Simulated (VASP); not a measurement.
A run of VASP 6.6.1 is set up as follows.

INCAR

```
SYSTEM = SnO
ALGO = Normal ; EDIFF = 1E-6
EDIFFG = -0.005 ; ENCUT = 600
GGA = CA ; IBRION = 2
ISIF = 3 ; ISMEAR = 0
LASPH = .True. ; LCHARG = .False.
LREAL = .False. ; LWAVE = .False.
NELM = 120 ; NSW = 40
PREC = Accurate ; SIGMA = 0.02
```

The input KPOINTS:

```
k-points
0
Gamma
  10 10 8
  0 0 0
```

POSCAR

```
SnO
1.0
    3.8000000000      0.0000000000      0.0000000000
    0.0000000000      3.8000000000      0.0000000000
    0.0000000000      0.0000000000      4.8400000000
Sn O
2 2
Direct
    0.2500000000      0.2500000000      0.2360000000
    0.7500000000      0.7500000000      0.7640000000
    0.7500000000      0.2500000000      0.0000000000
    0.2500000000      0.7500000000      0.0000000000
```

Potentials or basis: VASP PAW LDA potentials, release 64 (Sn_d, O).

Command:

```sh
$ cat potpaw_LDA.64/Sn_d/POTCAR potpaw_LDA.64/O/POTCAR > POTCAR
$ mpirun -np 1 vasp_std > vasp.out
```

(1) What does it give for the relaxed cell?

(2) What does it give for the band gap on the k mesh?

(3) What does it give for the relaxed volume?

Results:

(1) a = 3.767 Å, b = 3.767 Å, c = 4.637 Å, α = 90.00°, β = 90.00°, γ = 90.00°.

(2) none (metal or under the smearing width).

(3) 16.45 Å³/atom.
